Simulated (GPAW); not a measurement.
# PtSe2 (Sudovikovite) (P-3m1) in GPAW: single point with PBE

Aim: the single point of PtSe2 (Sudovikovite) with PBE.

All numbers are computed with GPAW 26.7.0; they aren't measurements. Logs are shortened: lines on timing, memory, paths and dates and some standing lists are left out, and cuts for length are marked. The log counts tension as positive stress, the text compression.

### 1 The crystal as given

The structure is trigonal, space group P-3m1 (No. 164). The conventional cell has a = 3.724 Å, b = 3.724 Å, c = 5.062 Å, α = 90.00°, β = 90.00°, γ = 120.00°. Around Pt (site symmetry -3m) lie 6 Se at 2.49 Å. Se (site symmetry 3m) has 3 Pt at 2.49 Å as nearest neighbours.

### 2 Single point, PBE

run.py reads:

```python
from ase.dft.bandgap import bandgap
from ase.io import read, write
from ase.units import GPa
from gpaw import GPAW, PW

atoms = read('PtSe2.cif')

calc = GPAW(mode=PW(400),
            xc='PBE',
            kpts={'size': (7, 7, 4), 'gamma': True},
            occupations={'name': 'fermi-dirac', 'width': 0.05},
            nbands=26,
            convergence={'density': 1e-05, 'energy': 1e-05},
            maxiter=80,
            txt='gpaw.txt')
atoms.calc = calc
energy = atoms.get_potential_energy()
forces = atoms.get_forces()
stress = atoms.get_stress()
calc.write('gs.gpw')
write('result.traj', atoms)
print(f'Energy: {energy:.6f} eV')
print('Forces (eV/A):')
print(forces.round(4))
print('Stress (GPa):', (stress / GPa).round(3))
print('Fermi level:', round(calc.get_fermi_level(), 4), 'eV')
print(f'Gap: {bandgap(calc)[0]:.4f} eV, direct: {bandgap(calc, direct=True)[0]:.4f} eV')
```

PtSe2.cif reads:

```cif
data_PtSe2
_cell_length_a 3.72400000
_cell_length_b 3.72400000
_cell_length_c 5.06200000
_cell_angle_alpha 90.00000000
_cell_angle_beta 90.00000000
_cell_angle_gamma 120.00000000
_space_group_name_H-M_alt 'P-3m1'
_space_group_name_Hall '-P 3 2"'
_space_group_IT_number 164
loop_
_space_group_symop_operation_xyz
'x,y,z'
'-x,-y,-z'
'-y,x-y,z'
'y,-x+y,-z'
'-x+y,-x,z'
'x-y,x,-z'
'y,x,-z'
'-y,-x,z'
'x-y,-y,-z'
'-x+y,y,z'
'-x,-x+y,-z'
'x,x-y,z'
loop_
_atom_site_label
_atom_site_type_symbol
_atom_site_symmetry_multiplicity
_atom_site_Wyckoff_symbol
_atom_site_fract_x
_atom_site_fract_y
_atom_site_fract_z
_atom_site_occupancy
Pt1 Pt 1 a 0.0000000000 0.0000000000 0.0000000000 1
Se1 Se 2 d 0.6666666667 0.3333333333 0.7500000000 1
```

Potentials or basis: GPAW PAW data sets (gpaw-data 1.2.1), pw.

Started as:

```sh
$ OMP_NUM_THREADS=1 python run.py
```

gpaw.txt:

```text
__  _  _
 | _ |_)|_||  |
 |__||  | ||/\| - 26.7.0

Input parameters:
  mode=PW(ecut=400.0),
  convergence={'density': 1e-05, 'energy': 1e-05},
  kpts=MonkhorstPack(size=(7, 7, 4), gamma=True),
  maxiter=80,
  nbands=26,
  occupations=Occupations(name='fermi-dirac', width=0.05),
  xc=XC(name='PBE')

Diagonalizing LCAO Hamiltonian
Converting LCAO to pw mode

            Se

        Se

       Pt

Atoms  # Å, Bohr magnetons
|   | symbol |         x |        y |        z |    initial magnetic moments |
|---|--------|-----------|----------|----------|-----------------------------|
| 0 |     Pt |  0.000000 | 0.000000 | 0.000000 | ( 0.0000,  0.0000,  0.0000) |
| 1 |     Se |  1.862000 | 1.075026 | 3.796500 | ( 0.0000,  0.0000,  0.0000) |
| 2 |     Se | -0.000000 | 2.150052 | 1.265500 | ( 0.0000,  0.0000,  0.0000) |

Unit cell  # Å
| periodic |         x |        y |        z |  lengths |     angles |
|----------|-----------|----------|----------|----------|------------|
|      yes |  3.724000 | 0.000000 | 0.000000 | 3.724000 |  90.000000 |
|      yes | -1.862000 | 3.225079 | 0.000000 | 3.724000 |  90.000000 |
|      yes |  0.000000 | 0.000000 | 5.062000 | 5.062000 | 120.000000 |

Number of symmetries: 12
Symmetry operations  # r_c * U_cc + t_c -> r_c
|    | kind |            matrix            |
|----|------|------------------------------|
|  0 |  σ   |  1, 1, 0,  0,-1, 0,  0, 0, 1 |
|  1 |  S6  |  1, 1, 0, -1, 0, 0,  0, 0,-1 |
|  2 |  E   |  1, 0, 0,  0, 1, 0,  0, 0, 1 |
|  3 |  C2  |  1, 0, 0, -1,-1, 0,  0, 0,-1 |
|  4 |  C2  |  0, 1, 0,  1, 0, 0,  0, 0,-1 |
|  5 |  C3  |  0, 1, 0, -1,-1, 0,  0, 0, 1 |
|  6 |  S6  |  0,-1, 0,  1, 1, 0,  0, 0,-1 |
|  7 |  σ   |  0,-1, 0, -1, 0, 0,  0, 0, 1 |
|  8 |  σ   | -1, 0, 0,  1, 1, 0,  0, 0, 1 |
|  9 |  i   | -1, 0, 0,  0,-1, 0,  0, 0,-1 |
| 10 |  C3  | -1,-1, 0,  1, 0, 0,  0, 0, 1 |
| 11 |  C2  | -1,-1, 0,  0, 1, 0,  0, 0,-1 |

BZ-sampling:
  Number of BZ points: 196
  Number of IBZ points: 28

  Monkhorst-Pack size: [7, 7, 4]
  Monkhorst-Pack shift: [0.0, 0.0, 0.125]

K-points  # in reciprocal-cell coordinates
|     |                                coordinates |     weight |
|-----|--------------------------------------------|------------|
|   0 | (  0.00000000,   0.00000000,   0.00000000) | 0.00510204 |
|   1 | (  0.00000000,   0.00000000,   0.25000000) | 0.01020408 |
|   2 | (  0.00000000,   0.00000000,   0.50000000) | 0.00510204 |
|   3 | (  0.14285714,   0.00000000,  -0.25000000) | 0.03061224 |
|   4 | (  0.14285714,   0.00000000,   0.00000000) | 0.03061224 |
|   5 | (  0.14285714,   0.00000000,   0.25000000) | 0.03061224 |
|   6 | (  0.14285714,   0.00000000,   0.50000000) | 0.03061224 |
|   7 | (  0.28571429,  -0.14285714,   0.00000000) | 0.03061224 |
|   8 | (  0.28571429,  -0.14285714,   0.25000000) | 0.06122449 |
|   9 | (  0.28571429,  -0.14285714,   0.50000000) | 0.03061224 |
| ... |                                            |            |
|  27 | (  0.42857143,   0.42857143,   0.50000000) | 0.03061224 |

Plane wave coefficients: 1121
Cutoff: 400.0 eV

Spin-components: 1 (collinear spins)
Bands:           26
Projectors:      16
Spin-degeneracy: 2
Datatype:        complex128

Density:
  Valence electrons: 28.0
  Components: 1
  Grid points: [18 18 24]
  Charge: 0.0  # |e|

Potential:
  Grid points: [18 18 24]

species:
  Pt:
    name:    Platinum
    Z:       78.0
    valence: 16
    core:    62
    charge:  0.0  # [|e|]
    compensation charges:
      type: gauss
      rc: 0.41  # [Å]
      lmax: 2
    cutoffs:
      filter: 2.26  # [Å]
      core: 2.26  # [Å]
    projectors
    | kind |    occ | energy [eV] | rcut [Å] |
    |------|--------|-------------|----------|
    |   6s |  1.000 |      -5.628 |    1.307 |
    |   5p |  6.000 |     -56.051 |    1.371 |
    |   6p |  0.000 |      -0.845 |    1.371 |
    |   5d |  9.000 |      -6.153 |    1.307 |
    |    s |        |      21.583 |    1.307 |
    |    d |        |      21.058 |    1.307 |

    Using partial waves for Pt as LCAO basis

  Se:
    name:    Selenium
    Z:       34.0
    valence: 6
    core:    28
    charge:  0.0  # [|e|]
    compensation charges:
      type: gauss
      rc: 0.27  # [Å]
      lmax: 2
    cutoffs:
      filter: 1.77  # [Å]
      core: 2.67  # [Å]
    projectors
    | kind |    occ | energy [eV] | rcut [Å] |
    |------|--------|-------------|----------|
    |   4s |  2.000 |     -17.277 |    0.847 |
    |   4p |  4.000 |      -6.512 |    1.005 |
    |    s |        |       9.935 |    0.847 |
    |    p |        |      20.699 |    1.005 |
    |    d |        |       0.000 |    0.847 |

    Using partial waves for Se as LCAO basis

Reference energy: -632582.427029  # eV

eigensolver:
  PPCG
  Converge bands: occupied
  niter=2

density mixing:
  MSR1-Mixer
  Pratt-step length: 0.05
  Maximum mixing coefficient: 0.75
  Old densities: 10
  SVD Regularization: 0.005
  Good broyden scale: 1.0
  Trust region scale: 1.0
  Backstep threshold: 4.0
  History deletion threshold: 6.0
  Fourier metric: weight=20.0, sigma=0.015

occupation numbers:
  Fermi-Dirac:
    width: 0.0500  # eV

poisson solver:
  ecut: 3200.0  # eV

xc functional:
  name: PBE with 2 nearest neighbor stencil

convergence criteria:
- Maximum integral of absolute [dens]ity change: 1e-05 electrons / valence electron
- Maximum [total energy] change in last 3 cyles: 1e-05 eV / valence electron
- Maximum integral of absolute [eigenst]ate change: 4e-08 eV^2 / valence electron
maximum number of iterations: 80

SCF iterations
|iter     | |      energy | eigst |  dens |
|---------|-|-------------|-------|-------|
|iter:   1| |  -15.317401 | +0.07 |       |
|iter:   2| |  -14.976556 | -2.14 | -1.13 |
|iter:   3| |  -14.449949 | -1.92 | -1.19 |
|iter:   4| |  -14.427536 | -3.38 | -1.59 |
|iter:   5| |  -14.414511 | -3.43 | -1.84 |
|iter:   6| |  -14.414488 | -4.59 | -2.64 |
|iter:   7| |  -14.414549c| -5.14 | -3.17 |
|iter:   8| |  -14.414554c| -6.71 | -3.92 |
|iter:   9| |  -14.414555c| -7.75c| -4.51 |
|iter:  10| |  -14.414555c| -7.80c| -5.00 |
|iter:  11| |  -14.414555c| -8.64c| -5.93c|

Converged in 11 steps
Energy contributions relative to reference atoms: (reference = -632582.427029)

Energy contributions:
  Kinetic:          12.004483
  Coulomb:         -12.665938
  Zero:             -0.618769
  External:          0.000000
  Xc:              -13.131123
  Entropy:          -0.006417
  Spinorbit:         0.000000
  ----------------------------
  Free energy:     -14.417764
  Extrapolated:    -14.414555

dipole moment: (-6.415390, -11.111781, -17.440765)  # |e|*Ang

Fermi level: 8.292
Eigenvalues  # (at kpt = [0.000, 0.000, 0.000])
| band index |      eig [eV] | occ [0-2] |
|------------|---------------|-----------|
|          0 |       -45.535 |     2.000 |
|        ... |               |           |
|          5 |         1.187 |     2.000 |
|          6 |         1.899 |     2.000 |
|          7 |         1.899 |     2.000 |
|          8 |         4.330 |     2.000 |
|          9 |         4.330 |     2.000 |
|         10 |         5.785 |     2.000 |
[... 8 lines left out ...]
|         19 |        15.696 |     0.000 |
|         20 |        20.229 |     0.000 |
|        ... |               |           |
|         25 |        21.027 |     0.000 |

No gap
No difference between direct/indirect transitions

Forces  # eV/Ang
|        x |       y |        z |
|----------|---------|----------|
| -0.00000 | 0.00000 |  0.00000 |  # Pt   0
|  0.00000 | 0.00000 | -0.62022 |  # Se   1
|  0.00000 | 0.00000 |  0.62022 |  # Se   2

Stress tensor  # eV/Ang^3
|         x |         y |         z |
|-----------|-----------|-----------|
| -0.045362 |  0.000000 |  0.000000 |
|  0.000000 | -0.045362 |  0.000000 |
|  0.000000 |  0.000000 | -0.033002 |

# Writing to gs.gpw (mode='')
```

Run time: 12 s. Hardware: 1 thread of INTEL XEON PLATINUM 8581C at 2.10GHz (Emerald Rapids), shared host; peak memory 0.15 GiB.

These settings aren't checked as converged: the numbers below hold their error.

Results:

| Item | Value |
| --- | --- |
| Free energy | -14.4178 eV |
| Pressure | 6.6 GPa |
| Largest force | 0.620 eV/Å |
| Band gap on the k mesh | none (metal or under the smearing width) |

Caveat: the cutoff is short for stress and forces, so pressures can be off by a GPa or more.
